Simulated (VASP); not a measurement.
Set up this calculation in VASP 6.6.1, as the native input.

```yaml
Task: single point
Functional: PBE
Dispersion: D3(BJ)
Potentials_or_basis: VASP PAW PBE potentials, release 64 (Bi_d)
Cutoff: 520 eV
k_mesh: 16 × 16 × 16
Occupations: gaussian, width 0.15 eV
Spin: no spin polarisation
Dipole_correction: no
Further_INCAR_settings: ALGO = Fast; EDIFF = 1e-06; NBANDS = 14
```

The structure of Bi lies in POSCAR:

```
Bi
1.0
   -1.9594689906      1.9594689906      1.9594689906
    1.9594689906     -1.9594689906      1.9594689906
    1.9594689906      1.9594689906     -1.9594689906
Bi
1
Direct
    0.0000000000      0.0000000000      0.0000000000
```

This isn't the form of Bi at room conditions, which is rhombohedral.

The input as run:

INCAR

```
SYSTEM = Bi
ALGO     = Fast           ! electronic algorithm
EDIFF    = 1E-6           ! SCF threshold, eV
ENCUT    = 520            ! plane-wave cutoff, eV
GGA      = PE             ! functional
ISIF     = 2              ! what is computed and relaxed
ISMEAR   = 0              ! smearing method
IVDW     = 12             ! dispersion correction
LASPH    = .TRUE.         ! aspherical terms in the spheres
LCHARG   = .TRUE.         ! write CHGCAR
LELF     = .TRUE.         ! ELF
LREAL    = .FALSE.        ! projectors in reciprocal space
LVHAR    = .TRUE.       
LWAVE    = .FALSE.        ! write WAVECAR
NBANDS   = 14             ! bands
NELM     = 80             ! most SCF steps
PREC     = Accurate       ! precision mode
SIGMA    = 0.15           ! smearing width, eV
```

KPOINTS

```
k-points
0
G
  16 16 16
  0 0 0
```

Potentials or basis: VASP PAW PBE potentials, release 64 (Bi_d).

The run is started by

```console
$ cat potpaw_PBE.64/Bi_d/POTCAR > POTCAR
$ mpirun -np 1 vasp_std > vasp.out
```

Results of the run:

```yaml
Pressure: 0.0 GPa
Band_gap_on_the_k_mesh: none (metal or under the smearing width)
Dispersion_energy_per_atom: -0.524 eV
```

Caveat: spin-orbit coupling is left out, which moves the levels of the heavy elements; pairwise dispersion overbinds metals, which lowers pressure and volume.

It took 50 s on 1 thread of Intel(R) Xeon(R) Platinum 8488C (Sapphire Rapids), with other jobs on the host, peak memory 0.2 GiB.
